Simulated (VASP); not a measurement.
Input of a VASP 6.6.1 run:

Contents of POSCAR:

```
Si
1.0
    0.0000000000      2.7155000000      2.7155000000
    2.7155000000      0.0000000000      2.7155000000
    2.7155000000      2.7155000000      0.0000000000
Si
2
Direct
    0.0000000000      0.0000000000      0.0000000000
    0.2500000000      0.2500000000      0.2500000000
```

File INCAR.step1:

```
PREC = Accurate ; ENCUT = 600
EDIFF = 1E-5 ; ISMEAR = -1
SIGMA = 0.05 ; LREAL = F
LASPH = T ; NELM = 60
ALGO = Normal ; LWAVE = T
LCHARG = F ; PSTRESS = 0
GGA = PE ; KPAR = 2
```

Contents of INCAR.step2:

```
PREC = Accurate ; ENCUT = 600
EDIFF = 1E-6 ; ISMEAR = -1
SIGMA = 0.05 ; LREAL = F
LASPH = T ; NELM = 60
ALGO = Normal ; ISIF = 3
LWAVE = F ; LCHARG = F
GGA = PE ; LHFCALC = T
HFSCREEN = 0.2 ; PRECFOCK = Fast
IBRION = 2 ; NSW = 60
EDIFFG = -0.01 ; PSTRESS = 0
ISTART = 1 ; KPAR = 2
```

File KPOINTS:

```
Automatic mesh
0
Gamma
  6 6 6
```

Potentials or basis: VASP PAW PBE potentials, release 64 (Si).

Command:

```console
$ cat potpaw_PBE.64/Si/POTCAR > POTCAR
$ cp INCAR.step1 INCAR
$ mpirun -np 2 vasp_std > vasp.out
$ cp INCAR.step2 INCAR
$ mpirun -np 2 vasp_std > vasp.out
```

Question: Estimate the space group after relaxing (to 0.05 Å).

Answer: Fd-3m (No. 227).

Question: Estimate the relaxed cell.

Answer: a = 3.843 Å, b = 3.843 Å, c = 3.843 Å, α = 60.00°, β = 60.00°, γ = 60.00°.

Final structure:
```cif
data_structure
_symmetry_space_group_name_H-M 'P 1'
_symmetry_Int_Tables_number 1
_cell_length_a 3.8427
_cell_length_b 3.8427
_cell_length_c 3.8427
_cell_angle_alpha 60.000
_cell_angle_beta 60.000
_cell_angle_gamma 60.000
_cell_volume 40.12
loop_
_atom_site_label
_atom_site_type_symbol
_atom_site_fract_x
_atom_site_fract_y
_atom_site_fract_z
_atom_site_occupancy
Si1 Si 0.00000 0.00000 0.00000 1
Si2 Si 0.25000 0.25000 0.25000 1
```
